Pressures of strained tetrahedral AB crystals (space group I-4m2), calculated with PBE in two plane-wave PAW programs, VASP 6.6.1 (cutoff 520 eV) and Ansatz 0.2.0 (420 eV, corrected for the finite basis), without spin polarisation and with Fermi-Dirac smearing of 0.02 eV. The cells were relaxed with r2SCAN and then strained; positive pressure means compression.

| formula | element on site A | Z A | element on site B | Z B | volume per atom (Å³) | shortest distance (Å) | VASP k mesh | pressure VASP (GPa) | pressure Ansatz (GPa) | VASP valence electrons | Ansatz valence electrons | pressure Ansatz less pressure VASP (GPa) |
| --- | --- | --- | --- | --- | --- | --- | --- | --- | --- | --- | --- | --- |
| GaAs | Ga | 31 | As | 33 | 22.54 | 2.446 | 8×8×8 | 3.64 | 3.44 | 18 | 28 | -0.20 |
| SrO | Sr | 38 | O | 8 | 21.85 | 2.421 | 8×8×8 | 1.20 | 0.74 | 16 | 16 | -0.46 |
| CdTe | Cd | 48 | Te | 52 | 36.06 | 2.870 | 6×6×6 | 0.09 | -0.01 | 18 | 36 | -0.10 |
| InAs | In | 49 | As | 33 | 28.64 | 2.650 | 8×8×8 | 1.79 | 1.73 | 18 | 28 | -0.06 |
| SnO | Sn | 50 | O | 8 | 19.80 | 2.343 | 8×8×8 | 2.63 | 2.60 | 20 | 20 | -0.03 |
| SnSe | Sn | 50 | Se | 34 | 39.97 | 2.963 | 6×6×6 | -0.82 | -0.81 | 20 | 30 | 0.01 |
| PbSe | Pb | 82 | Se | 34 | 39.55 | 2.951 | 6×6×6 | 1.24 | 1.25 | 20 | 30 | 0.01 |
| PbTe | Pb | 82 | Te | 52 | 51.07 | 3.215 | 6×6×6 | -0.86 | -0.83 | 20 | 30 | 0.03 |

A positive pressure means that the crystal would expand if it were released. In VASP the values fall from 3.64 GPa in GaAs to −0.86 GPa in PbTe, which looks like a chemical trend from stiff to soft compounds. Much of it comes instead from the cells. Each was relaxed with r2SCAN, then strained by a different small amount, and only then calculated with PBE. SnSe and PbTe, whose volumes had been raised by 5 and 6 %, are the two crystals with a clearly negative pressure.

Two volume changes therefore compete. PBE tends to bind solids too weakly and makes their lattice constants roughly 1 % longer than r2SCAN does, which is about 3 % in volume. A cell taken over from r2SCAN is thus too small for PBE and pushes outwards. Stretching the cell relieves this pressure, and an expansion of about 3 % should cancel it. Beyond that point the crystal pulls inwards.

The bulk modulus $B$ turns the remaining volume mismatch into a pressure. In a nearly cubic crystal under small strain, the mean stress depends on the change of volume and not on the change of shape, so

$$p \approx B\,(0.03 - e), \qquad B \approx \frac{1700\ \text{GPa}}{d^{3.5}},$$

where $e$ is the imposed fractional change of volume and $d$ the shortest distance in Å. The second relation is a known approximate scaling for tetrahedral semiconductors. A longer bond is weaker, and its electrons are spread over more volume, so the crystal resists compression less. Both constants are rounded general values, chosen with the table in view, so the comparison below is a test of consistency and not a blind prediction.

InAs shows the whole estimate. Its shortest distance is 2.65 Å, and $d^{3.5}=d^3\sqrt d\approx 18.6\times1.63\approx30$, which gives $B\approx56$ GPa. The cell was stretched by 0.5 % along one axis, so $e=0.005$ and $p\approx56\times0.025=1.4$ GPa. The two programs give 1.79 and 1.73 GPa; the estimate is about a fifth too low.

CdTe needs one more step, because it was stretched by 4.7 % along two axes and shrank by 6.8 % along the third. Strains of this size must be multiplied: $1.047^2\times0.932\approx1.022$, so $e=0.022$. With $B\approx42$ GPa the rule gives $42\times0.008\approx0.3$ GPa, against 0.09 GPa in VASP and −0.01 GPa in Ansatz. At strains this large the change of shape can also shift the mean stress, which the rule leaves out. The crystal is not free of stress, however. VASP finds a tension of 0.4 GPa in the plane and a compression of 1.1 GPa along the normal, which nearly cancel in the mean.

Over the eight crystals the rule misses the VASP pressures by 0.5 GPa (root mean square). If the strain is ignored, the miss grows to 1.2 GPa, so an estimate must include the imposed volume change. Adjusting both constants to all eight VASP pressures hardly improves the agreement. A fit with one common stiffness for all crystals does worse, with a miss of 0.8 GPa, which supports letting $B$ fall with bond length. The printed analysis after this section lists the volume change and the estimate for each crystal.

The weakest point is the common mismatch of 3 %. If the stiffness law is accepted, the VASP pressures correspond to mismatches between 2 and 4 %, with the two arsenides at the upper end and SrO and PbSe at the lower. An error of one percentage point in this number costs 0.9 GPa in stiff SnO but only 0.3 GPa in soft PbTe. An error in the mismatch therefore does least harm, in absolute terms, for long bonds, although the rule still misses PbSe by 0.46 GPa. The rule also needs a cell within a few per cent of the volume that PBE prefers, because a crystal stiffens when squeezed and softens when stretched.

SrO is the largest failure: the rule gives 2.0 GPa, VASP 1.20 GPa and Ansatz 0.74 GPa. This tetrahedral form is hypothetical, like those of SnO, SnSe, PbSe and PbTe, and it is strongly ionic, so a stiffness law made for covalent semiconductors is being borrowed. The law is borrowed for the tin and lead compounds too, because they have ten outer s and p electrons per formula unit, where GaAs, InAs and CdTe have eight. The good result for SnO, within 0.3 GPa, does not show that the law holds for ionic oxides. SnO is less ionic, and in VASP its filled and empty bands overlap by 0.2 eV, whereas SrO is an insulator. Both oxide cells are also almost unstrained, so their pressures test only the product of stiffness and mismatch. In SrO either factor may be too large, and in SnO two errors may cancel. Nor is the rule safe on its home ground: in GaAs, a covalent semiconductor, it gives 2.9 GPa against 3.64 GPa in VASP, the second largest miss, so borrowing the law cannot explain all the errors.

The same rule shows what a disagreement between the programs means. In SrO they differ by 0.46 GPa, more than a third of the VASP pressure. Divided by the estimated $B$ of 77 GPa, this is only 0.6 % in volume, or 0.2 % in length. Even if SrO were half as stiff, it would be only about 0.4 % in length. In six of the eight crystals the programs agree within 0.1 GPa. The number of electrons treated as valence does not sort the differences: SrO has 16 in both programs, while PbSe has ten more in Ansatz and agrees to 0.01 GPa. Datasets, cutoffs and the correction for the finite basis differ together, so the cause in SrO remains open. A difference of a few tenths of a GPa in a stiff crystal thus corresponds to a small difference in size, and it should be converted to a length before a calculation is judged faulty.

Output of the analysis:

```
Rule of thumb:
   row  volume change %  d to the power 3.5  B GPa  rule GPa  rule less VASP GPa  rule less Ansatz GPa  implied mismatch %  program gap in volume %
  GaAs          -0.8902               22.89  74.28      2.89             -0.7505               -0.5505                4.01                   0.2693
   SrO             0.35               22.08     77      2.04              0.8404                   1.3               1.909                   0.5974
  CdTe            2.196               40.05  42.45    0.3411              0.2511                0.3511               2.408                   0.2356
  InAs              0.5               30.29  56.12     1.403             -0.3871               -0.3271                3.69                   0.1069
   SnO            -0.32               19.69  86.35     2.867              0.2367                0.2667               2.726                  0.03474
  SnSe                5               44.78  37.97   -0.7593             0.06069               0.05069                2.84                  0.02634
  PbSe           -1.415               44.15  38.51       1.7              0.4601                0.4501               1.805                  0.02597
  PbTe             5.77               59.58  28.53   -0.7903             0.06969               0.03969               2.756                   0.1051
rms miss of the rule against VASP, GPa: 0.4689
largest miss of the rule against VASP, GPa: 0.8404
rms miss of the rule against Ansatz, GPa: 0.5593
largest miss of the rule against Ansatz, GPa: 1.3
rms miss against VASP if the strain is ignored, GPa: 1.195
rms miss against VASP if the mean is guessed for every row, GPa: 1.494
rms difference between the programs, GPa: 0.1828
pressure from 1 per cent of volume in the softest row, GPa: 0.2853
pressure from 1 per cent of volume in the stiffest row, GPa: 0.8635
CdTe volume change if strains are simply added, %: 2.629
fit of pressure_VASP on 8 rows: coefficient of invd 49.01 +/- 5.5, coefficient of strd -1834 +/- 320; rms 0.454, worst GaAs -0.785, leave-one-out rms 0.599
fit of pressure_VASP on 8 rows: constant 1.827 +/- 0.36, coefficient of dv -50.96 +/- 12; rms 0.764, worst GaAs -1.36, leave-one-out rms 1.01
```
